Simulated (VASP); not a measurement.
Here is a VASP 6.6.1 calculation.

INCAR

```
PREC = Accurate ; ENCUT = 600
EDIFF = 1E-6 ; ISMEAR = 2
SIGMA = 0.02 ; LREAL = False
LASPH = True ; NELM = 100
ALGO = Fast ; ISIF = 3
LWAVE = False ; LCHARG = False
GGA = CA ; IBRION = 2
NSW = 60 ; EDIFFG = -0.01
MAXMIX = 40
```

KPOINTS

```
Automatic mesh
0
Monkhorst-Pack
  9 9 9
```

POSCAR

```
BAs
1.0
    2.9343700000      0.0000000000      0.0000000000
    0.0000000000      2.9343700000      0.0000000000
    0.0000000000      0.0000000000      2.9343700000
B As
1 1
Direct
    0.5000000000      0.5000000000      0.5000000000
    0.0000000000      0.0000000000      0.0000000000
```

Potentials or basis: VASP PAW LDA potentials, release 64 (B, As).

Launch:

```sh
$ cat potpaw_LDA.64/B/POTCAR potpaw_LDA.64/As/POTCAR > POTCAR
$ mpirun -np 1 vasp_std > vasp.out
```

Question: Estimate the space group after relaxing (to 0.05 Å).

Answer: Pm-3m (No. 221).

Question: Estimate the relaxed volume.

Answer: 12.04 Å³/atom.

The path:
```
step  energy change (eV)  largest force (eV/Å)  pressure (GPa)  volume (Å³)
   1              0.0000                0.0000           -5.44        25.27
   2             -0.0195                0.0000            1.66        23.73
   3             -0.0213                0.0000            0.16        24.05
   4             -0.0214                0.0000            0.01        24.09
```
